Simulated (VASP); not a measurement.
KCl (Sylvite): single point with PBE

Crystal: KCl (Sylvite).

```xyz
2
Lattice="0.0000 3.1465 3.1465 3.1465 0.0000 3.1465 3.1465 3.1465 0.0000" Properties=species:S:1:pos:R:3 pbc="T T T"
K     0.0311   -0.0414    0.0021
Cl    3.1708    3.1108    3.0997
```

The cell isn't the ideal one: atoms moved at random, drawn with an rms of 0.05 Å.

```json
{"Program": "VASP 6.6.1", "Task": "single point", "Functional": "PBE", "Potentials or basis": "VASP PAW PBE potentials, release 64 (K_sv, Cl)", "Cutoff": "520 eV", "k mesh": "7 × 7 × 7", "Occupations": "fermi-dirac, width 0.05 eV", "Spin": "no spin polarisation"}
```

```
Pressure               : 0.8 GPa
Largest force          : 0.068 eV/Å
Band gap on the k mesh : 5.19 eV, direct
```

Forces on the atoms (eV/Å):
```
K   -0.009  0.008 -0.066
Cl   0.009 -0.008  0.066
```

Levels at points of the mesh, in eV from the valence-band top:
| k point | band 5 | band 6 | band 7 | band 8 | band 9 | band 10 | band 11 | band 12 |
| --- | --- | --- | --- | --- | --- | --- | --- | --- |
| (0.00, 0.00, 0.00) | -10.66 | 0.00 | 0.00 | 0.00 | 5.19 | 8.38 | 8.38 | 8.38 |

Wall time 2.4 min on 1 thread of Intel(R) Xeon(R) Platinum 8488C (Sapphire Rapids), with other jobs on the host, peak memory 0.3 GiB.

Caveat: an odd mesh through Γ misses points on the zone boundary, where band edges often lie.
